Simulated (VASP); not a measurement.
Crystal: SnGe15.

```xyz
16
Lattice="0.0000 5.7084 -5.7084 5.7084 5.7084 0.0000 5.7084 0.0000 -5.7084" Properties=species:S:1:pos:R:3 pbc="T T T"
Sn    2.8542    2.8542   -5.7084
Ge    5.7084    5.7084   -5.7084
Ge    2.8542    0.0000   -2.8542
Ge    5.7084    2.8542   -2.8542
Ge    0.0000    2.8542   -2.8542
Ge    2.8542    5.7084   -2.8542
Ge    0.0000    0.0000    0.0000
Ge    2.8542    2.8542    0.0000
Ge    4.2813    4.2813   -4.2813
Ge    7.1355    7.1355   -4.2813
Ge    4.2813    7.1355   -7.1355
Ge    7.1355    9.9897   -7.1355
Ge    7.1355    4.2813   -7.1355
Ge    9.9897    7.1355   -7.1355
Ge    7.1355    7.1355   -9.9897
Ge    9.9897    9.9897   -9.9897
```

The cell was built by a generator and needn't be a form met in nature.

```yaml
Program: VASP 6.6.1
Task: relaxation of cell and atoms
Functional: PBEsol
Potentials_or_basis: VASP PAW PBE potentials, release 64 (Sn_d, Ge_d)
Cutoff: 600 eV
k_mesh: 6 × 6 × 6
Occupations: gaussian, width 0.03 eV
Spin: no spin polarisation
```

At the start: pressure 1.1 GPa; volume 23.25 Å³/atom.

Task: How do energy, volume and symmetry change on relaxing?

Result: Over 14 steps the energy falls by 16.5 meV/atom and the volume is 23.53 Å³/atom (+1.2 %); space group F-43m (No. 216, to 0.05 Å).

The path:
| step | energy change (eV) | largest force (eV/Å) | pressure (GPa) | volume (Å³) |
| --- | --- | --- | --- | --- |
| 1 | 0.0000 | 1.4567 | 1.11 | 372.02 |
| 2 | -0.2479 | 0.2469 | -0.64 | 380.74 |
| 3 | -0.2496 | 0.1566 | -0.65 | 381.48 |
| 4 | -0.2495 | 0.1327 | -0.71 | 381.69 |
| 5 | -0.2641 | 0.0255 | 0.06 | 376.35 |
| 6 | -0.2642 | 0.0247 | 0.06 | 376.74 |
| 7 | -0.2642 | 0.0236 | 0.03 | 377.03 |
| 8 | -0.2642 | 0.0232 | -0.03 | 377.16 |
| 9 | -0.2644 | 0.0103 | -0.02 | 377.12 |
| 10 | -0.2644 | 0.0112 | 0.01 | 377.11 |
| 11 | -0.2644 | 0.0132 | -0.01 | 377.09 |
| 12 | -0.2644 | 0.0119 | -0.04 | 377.10 |
| 13 | -0.2644 | 0.0125 | -0.06 | 377.09 |
| 14 | -0.2644 | 0.0067 | 0.01 | 376.53 |

Final structure:
```
Sn Ge
1.0
     0.00000    5.73136   -5.73136
     5.73136    5.73136    0.00000
     5.73136    0.00000   -5.73136
Sn Ge
1 15
Direct
  0.50000 0.00000 0.50000
  0.49978 0.50022 0.49978
  0.00022 0.99978 0.49978
  0.00022 0.50022 0.49978
  0.49978 0.99978 0.00022
  0.49978 0.50022 0.00022
  0.00022 0.99978 0.00022
  0.00000 0.50000 0.00000
  0.37055 0.38834 0.37055
  0.37055 0.87055 0.37055
  0.87518 0.37518 0.37445
  0.88834 0.87055 0.37055
  0.37445 0.37518 0.87518
  0.37055 0.87055 0.88834
  0.87518 0.37518 0.87518
  0.87518 0.87445 0.87518
```

Caveat: the PAW data sets were made with another functional, which shifts forces and pressure a little.
